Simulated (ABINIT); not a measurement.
Runs of ABINIT 10.8.3 (patched build) on Ti. Symmetry: P6_3/mmc, No. 194, hexagonal system. Conventional cell: a = 2.950 Å, b = 2.950 Å, c = 4.680 Å, α = 90.00°, β = 90.00°, γ = 120.00°. Around Ti (site symmetry -6m2) lie 12 Ti at 2.89 to 2.95 Å. 

```csv
task,level,potentials or basis,cell,k mesh,cell freedom (optcell),cutoff smearing ecutsm (Ha),optimiser (ionmov),force stop (Ha/bohr),mesh quality,gap on the mesh (eV),pressure (GPa),V0 of scaled cells (Å³/atom),B0 (GPa)
equation of state,SOGGA,JTH PAW PBE v2.0,as given,10 × 10 × 6,-,-,-,-,not flagged,-,-,16.74,119
band structure,SOGGA,JTH PAW PBE v2.0,as given,10 × 10 × 6,-,-,-,-,not flagged,none,(b),-,-
single point,LDA,JTH PAW LDA v2.0,as given,6 × 6 × 4,-,-,-,-,coarse,none,(a),-,-
equation of state,PBEsol,JTH PAW PBE v2.0,as given,10 × 10 × 6,-,-,-,-,not flagged,-,-,16.77,118
relaxation of cell and atoms,WC,JTH PAW PBE v2.0,relaxed to 5 GPa,10 × 10 × 6,2,0.5,2,5e-05,not flagged,none,5.0,-,-
equation of state,PW91,JTH PAW PBE v2.0,as given,10 × 10 × 6,-,-,-,-,not flagged,-,-,(c),111
single point,PBEsol,JTH PAW PBE v2.0,as given,4 × 4 × 2,-,-,-,-,coarse,none,-5.3,-,-
relaxation of cell and atoms,revPBE,JTH PAW PBE v2.0,relaxed,10 × 10 × 6,2,0.5,2,0.0001,not flagged,none,0.0,-,-
```

Alike in all rows: no spin polarisation; cutoff (eV) 408; smearing fermi-dirac 0.05 eV.

Problem. Estimate the missing entries.

Solution. (a) -9.6; (b) -5.7; (c) 17.33.

Caveats: some runs use coarse meshes; the PAW data sets were made with another functional, which shifts forces and pressure a little (some runs); pressures at fixed basis lie under the slope of the energies (some runs); the cell was scaled at fixed shape and fractional positions, which overstates the stiffness of a crystal with free parameters, most of all of layers and chains (some runs).

A gap of «none» marks a metal or a gap under the smearing width.

Runs at the PBE level aren't shown here.
